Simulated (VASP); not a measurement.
Wanted: an ASE script for a VASP 6.6.1 run.

```yaml
Task: single point
Functional: PBE
Potentials_or_basis: VASP PAW PBE potentials, release 64 (Sb)
Cutoff: 520 eV
k_mesh: 8 × 8 × 8
Occupations: gaussian, width 0.05 eV
Spin: no spin polarisation
Further_INCAR_settings: ALGO = Fast; EDIFF = 1.00e-06; NBANDS = 12
```

The structure of Sb lies in Sb.cif:

```cif
data_Sb
_cell_length_a 4.30840000
_cell_length_b 4.30840000
_cell_length_c 11.27400000
_cell_angle_alpha 90.00000000
_cell_angle_beta 90.00000000
_cell_angle_gamma 120.00000000
_space_group_name_H-M_alt 'R-3m'
_space_group_name_Hall '-R 3 2"'
_space_group_IT_number 166
loop_
_space_group_symop_operation_xyz
'x,y,z'
'-x,-y,-z'
'-y,x-y,z'
'y,-x+y,-z'
'-x+y,-x,z'
'x-y,x,-z'
'y,x,-z'
'-y,-x,z'
'x-y,-y,-z'
'-x+y,y,z'
'-x,-x+y,-z'
'x,x-y,z'
'x+2/3,y+1/3,z+1/3'
'-x+2/3,-y+1/3,-z+1/3'
'-y+2/3,x-y+1/3,z+1/3'
'y+2/3,-x+y+1/3,-z+1/3'
'-x+y+2/3,-x+1/3,z+1/3'
'x-y+2/3,x+1/3,-z+1/3'
'y+2/3,x+1/3,-z+1/3'
'-y+2/3,-x+1/3,z+1/3'
'x-y+2/3,-y+1/3,-z+1/3'
'-x+y+2/3,y+1/3,z+1/3'
'-x+2/3,-x+y+1/3,-z+1/3'
'x+2/3,x-y+1/3,z+1/3'
'x+1/3,y+2/3,z+2/3'
'-x+1/3,-y+2/3,-z+2/3'
'-y+1/3,x-y+2/3,z+2/3'
'y+1/3,-x+y+2/3,-z+2/3'
'-x+y+1/3,-x+2/3,z+2/3'
'x-y+1/3,x+2/3,-z+2/3'
'y+1/3,x+2/3,-z+2/3'
'-y+1/3,-x+2/3,z+2/3'
'x-y+1/3,-y+2/3,-z+2/3'
'-x+y+1/3,y+2/3,z+2/3'
'-x+1/3,-x+y+2/3,-z+2/3'
'x+1/3,x-y+2/3,z+2/3'
loop_
_atom_site_label
_atom_site_type_symbol
_atom_site_symmetry_multiplicity
_atom_site_Wyckoff_symbol
_atom_site_fract_x
_atom_site_fract_y
_atom_site_fract_z
_atom_site_occupancy
Sb1 Sb 6 c 0.0000000000 0.0000000000 0.7665100000 1
```

These files were run (other wordings do the same):

run.py

```python
from ase.calculators.vasp import Vasp
from ase.dft.bandgap import bandgap
from ase.io import read

atoms = read('Sb.cif', primitive_cell=True, subtrans_included=False)
calc = Vasp(
    directory='calc',
    xc='pbe',
    pp='PBE',
    setups='materialsproject',
    prec='Accurate',
    encut=520,
    ediff=1e-06,
    ismear=0,
    sigma=0.05,
    lreal=False,
    lasph=True,
    nelm=60,
    algo='Fast',
    isif=2,
    lwave=False,
    lcharg=False,
    kpts=[8, 8, 8],
    gamma=True,
    nbands=12,
)
atoms.calc = calc

print('energy (eV):', atoms.get_potential_energy())
print('free energy (eV):', atoms.get_potential_energy(force_consistent=True))
print('forces (eV/A):')
print(atoms.get_forces())
print('stress (eV/A^3, Voigt):', atoms.get_stress())
print('Fermi level (eV):', calc.get_fermi_level())
gap, top, bottom = bandgap(calc)
print('band gap (eV):', gap, 'from (spin, k, band)', top, 'to', bottom)
```

Potentials or basis: VASP PAW PBE potentials, release 64 (Sb).

Run with:

```sh
$ python run.py
```

Results of the run:

```json
{"Pressure": "2.8 GPa", "Largest force": "0.188 eV/Å", "Band gap on the k mesh": "none (metal or under the smearing width)"}
```

It took 26 s on 1 thread of Intel(R) Xeon(R) 6975P-C (Granite Rapids), with other jobs on the host, peak memory 0.21 GiB.
